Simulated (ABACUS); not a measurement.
A run of ABACUS 3.10.1 is set up as follows.

run_abacus.py

```python
"""ABACUS run from a structure file: ASE reads it, the script writes STRU, KPT and INPUT."""
import re
import subprocess
from ase.io import read
from ase.units import Bohr

atoms = read("POSCAR")
atoms = atoms[(-atoms.numbers).argsort(kind="stable")]  # ABACUS lists atoms element by element
pseudo = {'Mn': '25_Mn_15_1.8_2.3_pbe_n_v1.0.upf', 'S': '16_S_6_1.8_1.9_pbe_n_v1.0.upf'}
orbital = {}
magmoms = [4.0, 4.0, 0.0, 0.0]
kmesh = [6, 6, 3]
params = {
    'suffix': 'MnS',
    'calculation': 'scf',
    'basis_type': 'pw',
    'pseudo_dir': './',
    'symmetry': 1,
    'dft_functional': 'pbesol',
    'ecutwfc': 97,
    'pseudo_rcut': 7,
    'nspin': 2,
    'nbands': 36,
    'ks_solver': 'dav',
    'smearing_method': 'fd',
    'smearing_sigma': 0.00367493,
    'scf_thr': 1e-08,
    'scf_nmax': 100,
    'mixing_type': 'broyden',
    'mixing_beta': 0.4,
    'cal_force': 1,
    'cal_stress': 1,
    'out_chg': 1,
    'out_pot': 2,
    'out_elf': 1,
}

symbols = atoms.get_chemical_symbols()
elements = list(dict.fromkeys(symbols))
lines = ["ATOMIC_SPECIES"] + [f"{e} {atoms.get_masses()[symbols.index(e)]:.4f} {pseudo[e]}" for e in elements]
if orbital:
    lines += ["", "NUMERICAL_ORBITAL"] + [orbital[e] for e in elements]
lines += ["", "LATTICE_CONSTANT", f"{1 / Bohr:.10f}", "", "LATTICE_VECTORS"]
lines += [" ".join(f"{x:.10f}" for x in v) for v in atoms.cell]
lines += ["", "ATOMIC_POSITIONS", "Direct"]
for e in elements:
    lines += ["", e, "0.0", str(symbols.count(e))]
    for i, p in enumerate(atoms.get_scaled_positions(wrap=False)):
        if symbols[i] == e:
            mag = "" if magmoms is None else " mag " + " ".join(str(x) for x in (magmoms[i] if isinstance(magmoms[i], list) else [magmoms[i]]))
            lines.append(" ".join(f"{x:.10f}" for x in p) + " 1 1 1" + mag)
open("STRU", "w").write("\n".join(lines) + "\n")
open("KPT", "w").write("K_POINTS\n0\nGamma\n%d %d %d 0 0 0\n" % tuple(kmesh))
open("INPUT", "w").write("INPUT_PARAMETERS\n" + "".join(f"{k:<20s}{v}\n" for k, v in params.items()))

done = subprocess.run(['mpirun', '-np', '4', 'abacus'])
if done.returncode:
    raise SystemExit(done.returncode)
log = open("OUT.MnS/running_scf.log").read()
print("final energy (eV):", re.findall(r"FINAL_ETOT_IS (\S+)", log))
```

Contents of POSCAR:

```
MnS
1.0
    3.9535769233      0.0000000000      0.0000000000
   -1.9767884617      3.4238980514      0.0000000000
    0.0000000000      0.0000000000      6.3425288600
Mn S
2 2
Direct
    0.6666666667      0.3333333333      0.4988446700
    0.3333333333      0.6666666667      0.9988446700
    0.3333333333      0.6666666667      0.6261543000
    0.6666666667      0.3333333333      0.1261543000
```

Potentials or basis: SPMS ONCV 1.0 PBE, plane waves.

Command:

```bash
$ OMP_NUM_THREADS=1 python run_abacus.py > log
```

**Question.** What does it give for the largest force?

**Answer.** 0.273 eV/Å.

**Question.** Predict the absolute moment.

**Answer.** 9.82 μB per cell.

**Question.** What does it give for the pressure?

**Answer.** -0.4 GPa.

**Question.** What does it give for the net moment?

**Answer.** 9.82 μB per cell.

Forces in eV/Å, atoms in the order of the input:
```
Mn   0.000  0.000  0.273
Mn   0.000  0.000  0.273
S    0.000  0.000 -0.273
S    0.000  0.000 -0.273
```

Caveat: the potentials were made for another functional, which shifts forces and pressure; only a ferromagnetic start was run, and an antiferromagnetic order may lie lower in energy.
